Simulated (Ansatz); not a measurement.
Runs of Ansatz 0.2.0 on ZnS (Wurtzite-2H). It takes space group P6_3mc (No. 186, hexagonal). The conventional cell has a = 3.811 Å, b = 3.811 Å, c = 6.234 Å, α = 90.00°, β = 90.00°, γ = 120.00°. Zn (site symmetry 3m) is surrounded by 4 S at 2.31 to 2.40 Å. S (site symmetry 3m) is surrounded by 4 Zn at 2.31 to 2.40 Å. 

| task | level | cell | k mesh | cutoff (eV) | smearing | points for each segment of the path | mesh quality | gap on the mesh (eV) | pressure (GPa) | relaxed volume (Å³/atom) | largest force (eV/Å) |
| --- | --- | --- | --- | --- | --- | --- | --- | --- | --- | --- | --- |
| band structure | r2SCAN0 | as given | 4 × 4 × 3 | 500 | fermi-dirac 0.05 eV | 4 | coarse | 4.49 | 0.4 | - | 0.33 |
| relaxation of cell and atoms | PBEsol | relaxed | 8 × 8 × 5 | 420 | fermi-dirac 0.05 eV | - | not flagged | (b) | 0.0 | 19.22 | - |
| single point | PBE | as given | 8 × 8 × 5 | 420 | gaussian 0.015 eV | - | not flagged | 2.25 | 2.3 | - | 0.32 |
| band structure | r2SCAN | as given | 8 × 8 × 5 | 500 | fermi-dirac 0.05 eV | 14 | not flagged | (c) | (a) | - | 0.32 |
| single point | PBE | as given | 8 × 8 × 5 | 420 | gaussian 0.016 eV | - | not flagged | 2.25 | 2.3 | - | 0.32 |
| single point | PBE | as given | 8 × 8 × 5 | 420 | gaussian 0.024 eV | - | not flagged | 2.25 | 2.3 | - | 0.32 |
| single point | PBE | as given | 8 × 8 × 5 | 420 | gaussian 0.03 eV | - | not flagged | 2.25 | 2.3 | - | 0.32 |
| single point | PBE | as given | 8 × 8 × 5 | 420 | gaussian 0.018 eV | - | not flagged | 2.25 | 2.3 | - | 0.32 |
| band structure | r2SCANh | as given | 4 × 4 × 3 | 500 | fermi-dirac 0.05 eV | 4 | coarse | 3.48 | 0.4 | - | 0.33 |
| single point | PBE | as given | 8 × 8 × 5 | 420 | gaussian 0.013 eV | - | not flagged | 2.25 | 2.3 | - | 0.32 |
| relaxation of cell and atoms | PBE | relaxed | 8 × 8 × 5 | 420 | fermi-dirac 0.05 eV | - | not flagged | 2.08 | 0.0 | 20.19 | - |
| single point | PBE | as given | 8 × 8 × 5 | 420 | gaussian 0.021 eV | - | not flagged | 2.25 | 2.3 | - | 0.32 |

Alike in all rows: potentials or basis Ansatz PAW; no spin polarisation.

**Question.** Fill in the values left out.

**Answer.** (a) 0.1; (b) 2.15; (c) 2.82.

Caveats: some runs use coarse meshes; odd divisions of the mesh miss points on the zone boundary, where band edges often lie, so the gap on the mesh can be too wide (some runs); the PAW data sets come from PBE, with cores solved anew for the run's functional, which leaves a small shift of forces and pressure (some runs); the thresholds are loose for stress (some runs); the plane-wave basis is chosen anew once the cell has moved, so the energies of steps on either side of that aren't comparable (some runs).

A k mesh can miss the band edges.
